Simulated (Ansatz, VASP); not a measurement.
Ir in VASP and in Ansatz

INCAR

```
SYSTEM = Ir
PREC = Accurate
ENCUT = 600
EDIFF = 1E-6
ISMEAR = 0
SIGMA = 0.1
LREAL = .FALSE.
LASPH = .TRUE.
NELM = 80
ALGO = Normal
ISIF = 3
LWAVE = .FALSE.
LCHARG = .FALSE.
GGA = PE
IBRION = 2
NSW = 100
EDIFFG = -0.005
```

KPOINTS

```
regular mesh
0
G
  18 18 18
  0 0 0
```

POSCAR

```
Ir
1.0
    0.0000000000      1.9269646700      1.9269646700
    1.9269646700      0.0000000000      1.9269646700
    1.9269646700      1.9269646700      0.0000000000
Ir
1
Direct
    0.0000000000      0.0000000000      0.0000000000
```

Input for Ansatz:

```yaml
crystal:
  lattice:
    - [0.0, 1.92696467, 1.92696467]
    - [1.92696467, 0.0, 1.92696467]
    - [1.92696467, 1.92696467, 0.0]
  atoms:
    - { symbol: Ir, position: [0.0, 0.0, 0.0] }
basis:
  ecutwfc: 420
kpoints:
  mp_grid: { grid: [18, 18, 18] }
hamiltonian:
  xc: pbe
scf:
  occupations: { method: gaussian, width: 0.1 }
output:
  forces: true
  stress: true
  eigenvalues: true
  write_density: true
  write_potential: true
  elf: true
  volumetric_format: npy
relax:
  adjacent_minimum: "off"
  f_tol: 0.005
  max_steps: 80
  cell: { stress_tol: 0.05 }
```

Alike in both runs: task relaxation of cell and atoms; functional PBE; k mesh 18 × 18 × 18; occupations gaussian, width 0.1 eV; no spin polarisation.

|  | VASP | Ansatz |
| --- | --- | --- |
| version | VASP 6.6.1 | Ansatz 0.2.0 |
| potentials or method | VASP PAW PBE potentials, release 64 (Ir) | scalar-relativistic, plane waves, PAW |
| plane-wave cutoff (eV) | 600 | 420 |
| valence electrons in the cell | 9 | 17 |

|  | VASP | Ansatz | Ansatz less VASP |
| --- | --- | --- | --- |
| gap on the k mesh at the Fermi level, each at its own relaxed structure (eV) | none | none | - |
| relaxed volume (Å³/atom) | 14.52 | 14.50 | -0.024 |
| relaxed cell length with the largest relative difference (Å) | 2.738 | 2.737 | -0.0015 |
| energy change over the relaxation (meV/atom) | -3 | -3 | +0.7 |

A gap of «none» marks a metal or a gap that the smearing closes. The two sets of potentials don't hold the same shells in valence.

Spin-orbit coupling is left out, which matters for the levels of Ir.
